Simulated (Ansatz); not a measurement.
## Sr: do energies and stresses tell the same story?

These are results of DFT PBEsol, scalar-relativistic, plane waves, PAW (Ansatz), not measurements.

Plane waves to 420 eV, a k mesh through Γ of 12×12×12 on the computed 1-atom cell and Gaussian smearing (0.10 eV); no spin polarisation.

Relaxed cell: Im-3m, a = 4.674 Å, b = 4.674 Å, c = 4.674 Å, α = 90.00°, β = 90.00°, γ = 90.00°, 1 atom in the primitive cell. This bcc form isn't the element's structure at ambient conditions.

Energies at zero smearing and pressures from the stress tensor, at volumes with shape and atoms relaxed:
| V (Å³/atom) | E − E(first) (meV/atom) | P (GPa) |
| --- | --- | --- |
| 47.983 | 0.00 | 0.833 |
| 49.515 | -5.64 | 0.371 |
| 51.046 | -7.08 | -0.031 |
| 52.577 | -4.91 | -0.382 |
| 54.109 | 0.41 | -0.688 |

Task: Check P = −dE/dV between neighbouring volumes, and get the bulk modulus from the pressures alone.

Result: With 1 eV/Å³ = 160.2 GPa:
| middle V (Å³/atom) | −ΔE/ΔV (GPa) | mean P (GPa) |
| --- | --- | --- |
| 48.749 | 0.590 | 0.602 |
| 50.280 | 0.151 | 0.170 |
| 51.812 | -0.228 | -0.207 |
| 53.343 | -0.556 | -0.535 |

The two differ by 0.021 GPa at most. The mean of two end pressures misses the average over a step by about ΔV² P″/12, up to 0.005 GPa here; with that taken off 0.017 GPa remains. Around V = 51.046 Å³/atom, the two neighbours give B = −V ΔP/ΔV = 51.046 × 0.754 / 3.063 = 12.6 GPa, against B0 = 12.8 GPa from the Birch–Murnaghan fit of the energies.